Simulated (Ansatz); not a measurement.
Wanted: the native input for an Ansatz 0.2.0 run.

```
Task                : single point
Functional          : PBEsol
Potentials or basis : Ansatz PAW
Cutoff              : 420 eV (not typed: the program's choice for these potentials)
k mesh              : 8 × 8 × 8
Occupations         : fermi-dirac, width 0.05 eV
Spin                : collinear spin, ferromagnetic start
Starting moments    : [2.5, 2.5, 2.5, 0.0] μB
```

AlNi3:

```
Ni Al
1.0
     3.52305    0.00000    0.00000
     0.00000    3.52305    0.00000
     0.00000    0.00000    3.52305
Ni Al
3 1
Direct
  0.50000 0.50000 0.00000
  0.50000 0.00000 0.50000
  0.00000 0.50000 0.50000
  0.00000 0.00000 0.00000
```

The cell is a database's computed one.

One way to write it, as run:

input.yaml

```yaml
crystal:
  lattice:
    - [3.5230547267, 0.0, 0.0]
    - [0.0, 3.5230547267, 0.0]
    - [0.0, 0.0, 3.5230547267]
  atoms:
    - { symbol: Ni, position: [0.5, 0.5, 0.0], spin: 2.5 }
    - { symbol: Ni, position: [0.5, 0.0, 0.5], spin: 2.5 }
    - { symbol: Ni, position: [0.0, 0.5, 0.5], spin: 2.5 }
    - { symbol: Al, position: [0.0, 0.0, 0.0] }
hamiltonian:
  xc: pbesol
  pseudopotentials: { kind: paw }
magnetization:
  spin_polarized: true
kpoints:
  mp_grid: { grid: [8, 8, 8] }
scf:
  occupations: { method: fermi_dirac, width: 0.05 }
output:
  forces: true
  stress: true
  eigenvalues: true
```

Potentials or basis: Ansatz PAW.

Launch:

```bash
$ ansatz run input.yaml --threads 2 --pin off --max-ram 5632MiB --backend cpu --events-out ev --progress --plain --runs-dir out
```

Results of the run:

```json
{
 "Pressure": "-0.7 GPa",
 "Band gap on the k mesh": "none (metal or under the smearing width)",
 "Net moment": "0.66 μB per cell",
 "Absolute moment": "0.81 μB per cell",
 "Site moments": "Ni +0.24; Al -0.01 μB"
}
```

Caveat: the PAW data sets come from PBE, with cores solved anew for the run's functional, which leaves a small shift of forces and pressure; the starting moments weren't kept.

Run time: 4.3 s on 2 threads of Arm Neoverse V2 (shared host), peak memory 0.42 GiB.
